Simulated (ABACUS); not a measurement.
# CoO (Fm-3m) in ABACUS: single point with PBEsol

Aim: the single point of CoO with PBEsol.

Program: ABACUS 3.10.1. These are calculated values, not measurements. Logs are shortened: lines on timing, memory, paths and dates and some standing lists are left out, and cuts for length are marked.

## (1) The structure

Symmetry: Fm-3m, No. 225, cubic system. The conventional cell has a = 4.263 Å, b = 4.263 Å, c = 4.263 Å, α = 90.00°, β = 90.00°, γ = 90.00°. Co (site symmetry m-3m) has 6 O at 2.13 Å as nearest neighbours. O (site symmetry m-3m) has 6 Co at 2.13 Å as nearest neighbours.

## (2) Single point, PBEsol, collinear spin, ferromagnetic start

The input, run_abacus.py:

```python
"""ABACUS run from a structure file: ASE reads it, the script writes STRU, KPT and INPUT."""
import re
import subprocess
from ase.io import read
from ase.units import Bohr

atoms = read("POSCAR")
atoms = atoms[(-atoms.numbers).argsort(kind="stable")]  # ABACUS lists atoms element by element
pseudo = {'Co': 'Co.upf', 'O': 'O.upf'}
orbital = {}
magmoms = [2.0, 0.0]
kmesh = [9, 9, 9]
params = {
    'suffix': 'CoO',
    'calculation': 'scf',
    'basis_type': 'pw',
    'pseudo_dir': './',
    'symmetry': 1,
    'dft_functional': 'pbesol',
    'ecutwfc': 105,
    'pseudo_rcut': 7,
    'nspin': 2,
    'nbands': 23,
    'ks_solver': 'dav',
    'smearing_method': 'fd',
    'smearing_sigma': 0.00367493,
    'scf_thr': 1e-08,
    'scf_nmax': 100,
    'mixing_type': 'broyden',
    'mixing_beta': 0.4,
    'cal_force': 1,
    'cal_stress': 1,
    'out_chg': 1,
    'out_pot': 2,
    'out_elf': 1,
}

symbols = atoms.get_chemical_symbols()
elements = list(dict.fromkeys(symbols))
lines = ["ATOMIC_SPECIES"] + [f"{e} {atoms.get_masses()[symbols.index(e)]:.4f} {pseudo[e]}" for e in elements]
if orbital:
    lines += ["", "NUMERICAL_ORBITAL"] + [orbital[e] for e in elements]
lines += ["", "LATTICE_CONSTANT", f"{1 / Bohr:.10f}", "", "LATTICE_VECTORS"]
lines += [" ".join(f"{x:.10f}" for x in v) for v in atoms.cell]
lines += ["", "ATOMIC_POSITIONS", "Direct"]
for e in elements:
    lines += ["", e, "0.0", str(symbols.count(e))]
    for i, p in enumerate(atoms.get_scaled_positions(wrap=False)):
        if symbols[i] == e:
            mag = "" if magmoms is None else " mag " + " ".join(str(x) for x in (magmoms[i] if isinstance(magmoms[i], list) else [magmoms[i]]))
            lines.append(" ".join(f"{x:.10f}" for x in p) + " 1 1 1" + mag)
open("STRU", "w").write("\n".join(lines) + "\n")
open("KPT", "w").write("K_POINTS\n0\nGamma\n%d %d %d 0 0 0\n" % tuple(kmesh))
open("INPUT", "w").write("INPUT_PARAMETERS\n" + "".join(f"{k:<20s}{v}\n" for k, v in params.items()))

done = subprocess.run(['mpirun', '-np', '4', 'abacus'])
if done.returncode:
    raise SystemExit(done.returncode)
log = open("OUT.CoO/running_scf.log").read()
print("final energy (eV):", re.findall(r"FINAL_ETOT_IS (\S+)", log))
```

The input, POSCAR:

```
CoO
1.0
    0.0000000000      2.1315000000      2.1315000000
    2.1315000000      0.0000000000      2.1315000000
    2.1315000000      2.1315000000      0.0000000000
Co O
1 1
Direct
    0.0000000000      0.0000000000      0.0000000000
    0.5000000000      0.5000000000      0.5000000000
```

Potentials or basis: PseudoDojo NC SR 0.5 PBE stringent, plane waves.

The run is started by

```console
> OMP_NUM_THREADS=1 python run_abacus.py > log
```

running log:

```text
ABACUS v3.10.1

               Atomic-orbital Based Ab-initio Computation at UStc

 ------------------------------------------------------------------------------------

 READING GENERAL INFORMATION
                           global_out_dir = OUT.CoO/
                           global_in_card = INPUT
                               pseudo_dir = ./
                              orbital_dir =
                                    DSIZE = 4
                                    GSIZE = 1

 READING UNITCELL INFORMATION
                                    ntype = 2
                  lattice constant (Bohr) = 1.88973
              lattice constant (Angstrom) = 1

 READING ATOM TYPE 1
                               atom label = Co
                      L=0, number of zeta = 1
                      L=1, number of zeta = 1
                      L=2, number of zeta = 1
             number of atom for this type = 1
               magnetization of element 1 = 2

 READING ATOM TYPE 2
                               atom label = O
                      L=0, number of zeta = 1
                      L=1, number of zeta = 1
                      L=2, number of zeta = 1
             number of atom for this type = 1
               magnetization of element 2 = 0

                        TOTAL ATOM NUMBER = 2
DIRECT COORDINATES
    atom                   x                   y                   z     mag                  vx                  vy                  vz
taud_Co1            0.0000000000        0.0000000000        0.0000000000  2.0000        0.0000000000        0.0000000000        0.0000000000
taud_O1            0.5000000000        0.5000000000        0.5000000000  0.0000        0.0000000000        0.0000000000        0.0000000000

                          Volume (Bohr^3) = 130.702
                             Volume (A^3) = 19.368

 Lattice vectors: (Cartesian coordinate: in unit of a_0)
                   +0             +2.1315             +2.1315
              +2.1315                  +0             +2.1315
              +2.1315             +2.1315                  +0
 Reciprocal vectors: (Cartesian coordinate: in unit of 2 pi/a_0)
            -0.234577           +0.234577           +0.234577
            +0.234577           -0.234577           +0.234577
            +0.234577           +0.234577           -0.234577
 The esolver type has been set to : ksdft_pw

                PAO radial cut off (Bohr) = 7

 Read in pseudopotential file is Co.upf
                     pseudopotential type = NC
          exchange-correlation functional = PBE
                 nonlocal core correction = 1
                        valence electrons = 17
                                     lmax = 2
                           number of zeta = 4
                     number of projectors = 6
                           L of projector = 0
                           L of projector = 0
                           L of projector = 1
                           L of projector = 1
                           L of projector = 2
                           L of projector = 2
 XC functional updated to : pbesol
          exchange-correlation functional = PBESOL
                PAO radial cut off (Bohr) = 7

 Read in pseudopotential file is O.upf
                     pseudopotential type = NC
          exchange-correlation functional = PBE
                 nonlocal core correction = 1
                        valence electrons = 6
                                     lmax = 2
                           number of zeta = 2
                     number of projectors = 5
                           L of projector = 0
                           L of projector = 0
                           L of projector = 1
                           L of projector = 1
                           L of projector = 2
 XC functional updated to : pbesol
          exchange-correlation functional = PBESOL
     initial pseudo atomic orbital number = 14
 The readin total magnetization is 2

 SETUP THE ELECTRONS NUMBER
            electron number of element Co = 17
      total electron number of element Co = 17
             electron number of element O = 6
       total electron number of element O = 6
            AUTOSET number of electrons:  = 23
                           occupied bands = 12
                                   NBANDS = 23
                                   NLOCAL = 18

%%%%%%%%%%%%%%%%%%%%%%%%%%%%%%%%%%%%%%%%%%%%%%%%%%%%%%%%%%%%%%%%%%%%%%%%%%%%%%%%%%%%%%%%%%%%%%%%%%%%%%%%%%
 Warning: the number of valence electrons in pseudopotential > 9 for Co: [Ar] 3d7 4s2
 Pseudopotentials with additional electrons can yield (more) accurate outcomes, but may be less efficient.
 If you're confident that your chosen pseudopotential is appropriate, you can safely ignore this warning.
%%%%%%%%%%%%%%%%%%%%%%%%%%%%%%%%%%%%%%%%%%%%%%%%%%%%%%%%%%%%%%%%%%%%%%%%%%%%%%%%%%%%%%%%%%%%%%%%%%%%%%%%%%

 SETUP THE PLANE WAVE BASIS
 energy cutoff for charge/potential (unit:Ry) = 420
            fft grid for charge/potential = [ 40, 40, 40 ]
                        fft grid division = [ 1, 1, 1 ]
        big fft grid for charge/potential = [ 40, 40, 40 ]
[... 56 lines left out ...]

 SETUP K-POINTS
                                    nspin = 2
                   Input type of k points = Monkhorst-Pack(Gamma)
                                   nkstot = 729
                       right hand lattice = 1
(for reciprocal lattice: )
                             BRAVAIS TYPE = 2
                     BRAVAIS LATTICE NAME = 02. Cubic I (body-centered)
                                    ibrav = 2
                       right hand lattice = 1
(for k-lattice: )
                             BRAVAIS TYPE = 2
                     BRAVAIS LATTICE NAME = 02. Cubic I (body-centered)
                                    ibrav = 2
                       right hand lattice = 1
                        ROTATION MATRICES = 48
                               nkstot_ibz = 35
K-POINTS REDUCTION ACCORDING TO SYMMETRY
     IBZ    DIRECT_X    DIRECT_Y    DIRECT_Z  WEIGHT  ibz2bz
       1  0.00000000  0.00000000  0.00000000  0.0014       0
       2  0.11111111  0.11111111  0.11111111  0.0110       1
       3  0.22222222  0.22222222  0.22222222  0.0110       2
       4  0.33333333  0.33333333  0.33333333  0.0110       3
       5  0.44444444  0.44444444  0.44444444  0.0110       4
       6  0.11111111  0.11111111  0.00000000  0.0082      10
[... 22 lines left out ...]
      29  0.44444444  0.33333333  0.11111111  0.0329     112
      30 -0.44444444  0.44444444  0.22222222  0.0658     113
[... 5 further k points ...]

                               nkstot now = 35
[... K-POINTS DIRECT COORDINATES: 35 rows ...]

           k-point number in this process = 35
       minimum distributed K point number = 35
[... stars of the k points ...]
                             nks(nspin=2) = 70
                          nkstot(nspin=2) = 70

[... K-POINTS CARTESIAN COORDINATES: 70 rows ...]

[... K-POINTS DIRECT COORDINATES: 70 rows ...]

 SETUP PLANE WAVES FOR WAVE FUNCTIONS
     energy cutoff for wavefunc (unit:Ry) = 105
              fft grid for wave functions = [ 40, 40, 40 ]
                    number of plane waves = 3287
                         number of sticks = 295

 PARALLEL PW FOR WAVE FUNCTIONS
     PROC   COLUMNS(POT)             PW
        1             74            823
        2             73            821
        3             74            821
        4             74            822
 --------------- sum -------------------
        4            295           3287

 SETUP NONLOCAL PSEUDOPOTENTIALS IN PLANE WAVE BASIS
 Co non-local projectors:
 projector 1 L=0
 projector 2 L=0
 projector 3 L=1
 projector 4 L=1
 projector 5 L=2
 projector 6 L=2
 O non-local projectors:
 projector 1 L=0
 projector 2 L=0
 projector 3 L=1
 projector 4 L=1
 projector 5 L=2
      TOTAL NUMBER OF NONLOCAL PROJECTORS = 31

 Init Non-Local PseudoPotential table :
 Init Non-Local-Pseudopotential done.

                                     npwx = 620

 Make real space PAO into reciprocal space.
       max mesh points in Pseudopotential = 701
     dq(describe PAO in reciprocal space) = 0.01
                                    max q = 1234

 number of pseudo atomic orbitals for Co is 4
WARNING: norm of atomic wavefunction # 3 of atomic type Co is 0.999987, renormalized
WARNING: norm of atomic wavefunction # 4 of atomic type Co is 0.997153, renormalized

 number of pseudo atomic orbitals for O is 2
WARNING: norm of atomic wavefunction # 2 of atomic type O is 0.999977, renormalized

 -------------------------------------------
 SELF-CONSISTENT
 -------------------------------------------
                                 init_chg = atomic

 PW ALGORITHM --------------- ION=   1  ELEC=   1--------------------------------
 Notice: Threshold on eigenvalues was too large.
 hsover_error=0.23 > DRHO=0.178907
 Origin diag ethr = 0.01
 New diag ethr = 0.000777856
          total magnetism (Bohr mag/cell) = 2.59131
       absolute magnetism (Bohr mag/cell) = 2.59131
                        nelec for spin up = 12.7957
                      nelec for spin down = 10.2043

 Density error is 0.178880737441
                          Error Threshold = 0.000777856178108
----------------------------------------------------------
     Energy           Rydberg                 eV
----------------------------------------------------------
 E_KohnSham     -340.4283299386      -4631.7650477886
 E_Harris       -340.7456845745      -4636.0828791245
 E_Fermi        1.0012223879         13.6223294409
----------------------------------------------------------
[... 135 lines left out ...]
 Density error is 4.79598254265e-09
                          Error Threshold = 1.4224583084e-10
----------------------------------------------------------
     Energy           Rydberg                 eV
----------------------------------------------------------
 E_KohnSham     -340.4736527315      -4632.3816960213
 E_KS(sigma->0) -340.4724836392      -4632.3657897044
 E_Harris       -340.4733138077      -4632.3770847273
 E_band         -22.4215344897       -305.0606269631
 E_one_elec     -156.5904883766      -2130.5228945245
 E_Hartree      92.8635917105        1263.4739840078
 E_xc           -64.1815562942       -873.2348721093
 E_Ewald        -212.5628615865      -2892.0661007616
 E_entropy(-TS) -0.0023381846        -0.0318126337
 E_descf        0.0000000000         0.0000000000
 E_exx          0.0000000000         0.0000000000
 E_Fermi        1.0251340776         13.9476646693
----------------------------------------------------------

 charge density convergence is achieved
 final etot is -4632.381696 eV
 EFERMI = 13.947664669 eV
The vacuum level is 9.9651804447 eV

 STATE ENERGY(eV) AND OCCUPATIONS    NSPIN == 2
SPIN UP :
 1/35 kpoint (Cartesian) = 0.0000 0.0000 0.0000 (620 pws)
       1       -82.7676     0.00137174
       2       -46.0954     0.00137174
       3       -46.0954     0.00137174
       4       -46.0954     0.00137174
       5       -6.35709     0.00137174
       6        10.6039     0.00137174
[... 140 lines left out ...]
      22        38.6861        0.00000
      23        41.2164        0.00000

[... levels at 64 further k points ...]

------------------------------------------------------------------------------------------
 TOTAL-FORCE (eV/Angstrom)
------------------------------------------------------------------------------------------
                       Co1         0.0000000000         0.0000000000         0.0000000000
                        O1         0.0000000000         0.0000000000         0.0000000000
------------------------------------------------------------------------------------------

----------------------------------------------------------------
 TOTAL-STRESS (KBAR)
----------------------------------------------------------------
      -112.0093698478         0.0000000000         0.0000000000
         0.0000000000      -112.0093698478        -0.0000000000
         0.0000000000        -0.0000000000      -112.0093698478
----------------------------------------------------------------
 TOTAL-PRESSURE: -112.009370 KBAR

 --------------------------------------------
 !FINAL_ETOT_IS -4632.3816960212989216 eV
 --------------------------------------------
```

Run time: 17 s. Hardware: 4 MPI ranks of Intel Xeon 6975P-C (Granite Rapids), shared host; peak memory 0.32 GiB.

What came out:

| Quantity | Value |
| --- | --- |
| Free energy | -4632.3817 eV |
| Pressure | -11.2 GPa |
| Band gap on the k mesh | none (metal or under the smearing width) |
| Net moment | 2.97 μB per cell |
| Absolute moment | 2.98 μB per cell |

Caveat: the potentials were made for another functional, which shifts forces and pressure; a cell with one magnetic atom can't hold antiferromagnetic order, which such compounds often take; semilocal functionals often make such compounds metallic where correlation or magnetic order opens a gap, which also shifts bond lengths. With open d or f shells a metallic result of PBEsol can be an artefact of self-interaction; +U or a hybrid may open a gap.

## (3) For comparison

An earlier run on the cell as given: functional PBEsol; potentials or basis PseudoDojo NC SR 0.4.1 PBEsol standard; cutoff 1320 eV; density cutoff 5279 eV; basis plane waves; k mesh 11 × 11 × 11; occupations fermi-dirac, width 0.05 eV; collinear spin, ferromagnetic start; starting moments [2.0, 0.0] μB.

* Pressure: -11.1 GPa
* Band gap on the k mesh: none (metal or under the smearing width)
* Net moment: 2.98 μB per cell
* Absolute moment: 3.00 μB per cell
